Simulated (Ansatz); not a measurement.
# GaN: the cost of one run

All numbers are computed with Ansatz 0.2.0, driven from Python. The levels of theory stand in the script.

**1. Starting point**

It takes space group Fm-3m (No. 225, cubic). Conventional cell: a = 4.270 Å, b = 4.270 Å, c = 4.270 Å, α = 90.00°, β = 90.00°, γ = 90.00°. Around Ga (site symmetry m-3m) lie 6 N at 2.14 Å. Around N (site symmetry m-3m) lie 6 Ga at 2.14 Å.

No structure file is read: the coordinates are typed or built in the script.

**2. The script**

File gan_lattice.py:

```python
import ansatz as az
import numpy as np

config = {
    "filling": "fixed",
    "mesh": (8, 8, 8),
}

def edges_and_angles(cell):
    cell = np.asarray(cell)
    a, b, c = np.linalg.norm(cell, axis=1)
    cosines = cell[1] @ cell[2] / (b * c), cell[0] @ cell[2] / (a * c), cell[0] @ cell[1] / (a * b)
    return (a, b, c, *np.degrees(np.arccos(cosines)))

vectors = np.array([
    [0.0, 2.135235, 2.135235],
    [2.135235, 0.0, 2.135235],
    [2.135235, 2.135235, 0.0],
])
structure = (
    az.Lattice.of(vectors)
    .atom("Ga", [0.0, 0.0, 0.0])
    .atom("N", [0.5, 0.5, 0.5])
)

setup = (
    structure.calculation()
    .occupations(config["filling"])
    .kpoints(*config["mesh"])
    .relax(cell=True)
)

levels = [("pbesol", "d3bj"), ("pbesol", "none"), ("lda", "none")]
print("level            a       b       c    alpha   beta  gamma  V/atom  steps")
for name, dispersion in levels:
    seen = []
    run = setup.functional(name, dispersion=dispersion).session().plan()
    done = run.execute(on_event=lambda e: seen.append(e) if e["event"] == "relax_step" else None)
    cell = done.lattice.cell_ang
    label = name if dispersion == "none" else f"{name}+{dispersion}"
    print("{:13s} {:7.4f} {:7.4f} {:7.4f} {:6.2f} {:6.2f} {:6.2f}".format(label, *edges_and_angles(cell)), f"{abs(np.linalg.det(cell)) / len(done.lattice.sites):7.3f} {len(seen):5d}")
```

**3. What the engine is handed**

The engine receives this input (first run):

```yaml
crystal:
  lattice:
    - [0.0, 2.135235, 2.135235]
    - [2.135235, 0.0, 2.135235]
    - [2.135235, 2.135235, 0.0]
  atoms:
    - { symbol: Ga, position: [0.0, 0.0, 0.0] }
    - { symbol: "N", position: [0.5, 0.5, 0.5] }
kpoints:
  mp_grid:
    grid: [8, 8, 8]
hamiltonian:
  xc: pbesol
  dispersion: d3bj
scf:
  occupations:
    method: fixed
relax:
  cell: {}
```

**4. Running it**

Started as:

```sh
$ python gan_lattice.py
```

What time and memory should one allow on 1 thread of Arm Neoverse V2, shared host?

About 10 s, with a peak of 0.36 GiB.
